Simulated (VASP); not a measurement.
Wanted: the native input for a VASP 6.6.1 run.

| Property | Result |
| --- | --- |
| Task | single point |
| Functional | PBE |
| Potentials or basis | VASP PAW PBE potentials, release 64 (Ge_d) |
| Cutoff | 520 eV |
| k mesh | 8 × 8 × 8 |
| Occupations | fermi-dirac, width 0.05 eV |
| Spin | no spin polarisation |
| Further INCAR settings | ALGO = Normal; EDIFF = 1e-07; NBANDS = 21 |

The structure of Ge lies in POSCAR:

```
Ge
1.0
    0.0000000000      2.8289100000      2.8289100000
    2.8289100000      0.0000000000      2.8289100000
    2.8289100000      2.8289100000      0.0000000000
Ge
2
Direct
    0.7609660000      0.7332560000      0.7533390000
    0.4934450000      0.4893950000      0.5101500000
```

The cell isn't the ideal one: atoms moved at random, drawn with an rms of 0.05 Å.

The input as run:

INCAR

```
SYSTEM = Ge
PREC     = Accurate       ! precision mode
ENCUT    = 520            ! plane-wave cutoff, eV
EDIFF    = 1E-7           ! SCF threshold, eV
ISMEAR   = -1             ! smearing method
SIGMA    = 0.05           ! smearing width, eV
LREAL    = .False.        ! projectors in reciprocal space
LASPH    = .True.         ! aspherical terms in the spheres
NELM     = 80             ! most SCF steps
ALGO     = Normal         ! electronic algorithm
ISIF     = 2              ! what is computed and relaxed
LWAVE    = .False.        ! write WAVECAR
LCHARG   = .True.         ! write CHGCAR
GGA      = PE             ! functional
LELF     = .True.         ! ELF
LVHAR    = .True.       
NBANDS   = 21             ! bands
```

KPOINTS

```
Automatic mesh
0
Gamma
  8 8 8
  0 0 0
```

Potentials or basis: VASP PAW PBE potentials, release 64 (Ge_d).

Command:

```console
$ cat potpaw_PBE.64/Ge_d/POTCAR > POTCAR
$ mpirun -np 1 vasp_std > vasp.out
```

Results of the run:

```yaml
Pressure: 3.7 GPa
Largest_force: 0.708 eV/Å
Band_gap_on_the_k_mesh: none (metal or under the smearing width)
```

Wall time 91 s on 1 thread of Intel(R) Xeon(R) 6975P-C (Granite Rapids), on a shared host, peak memory 0.31 GiB.
